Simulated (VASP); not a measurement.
A run of VASP 6.6.1 is set up as follows.

INCAR

```
SYSTEM = Zn
ALGO     = Normal         ! electronic algorithm
EDIFF    = 1E-7           ! SCF threshold, eV
EDIFFG   = -0.01          ! ionic threshold
ENCUT    = 600            ! plane-wave cutoff, eV
GGA      = PE             ! functional
IBRION   = 2              ! ionic algorithm
ISIF     = 4              ! what is computed and relaxed
ISMEAR   = 1              ! smearing method
IVDW     = 12             ! dispersion correction
LASPH    = .TRUE.         ! aspherical terms in the spheres
LCHARG   = .FALSE.        ! write CHGCAR
LREAL    = .FALSE.        ! projectors in reciprocal space
LWAVE    = .FALSE.        ! write WAVECAR
NELM     = 80             ! most SCF steps
NSW      = 40             ! ionic steps
PREC     = Accurate       ! precision mode
SIGMA    = 0.1            ! smearing width, eV
```

Contents of KPOINTS:

```
k-points
0
G
  18 18 8
  0 0 0
```

The input POSCAR:

```
Zn                                      
1.0
    2.6751010517     -0.0000000000      0.0000000000
   -1.3375505259      2.3167054685     -0.0000000000
    0.0000000000      0.0000000000      4.8876025874
  Zn            
     2
Direct
     0.3333333332999970    0.6666666667000030    0.2500000000000000
     0.6666666667000030    0.3333333332999970    0.7500000000000000
```

Potentials or basis: VASP PAW PBE potentials, release 64 (Zn).

Run with:

```console
$ cat potpaw_PBE.64/Zn/POTCAR > POTCAR
$ mpirun -np 1 vasp_std > vasp.out
```

(1) Predict the dispersion energy per atom.

(2) What does it give for the energy gained by relaxing?

(3) What does it give for the band gap on the k mesh?

## Answers

(1) -0.404 eV.

(2) 3.4 meV/atom.

(3) none (metal or under the smearing width).
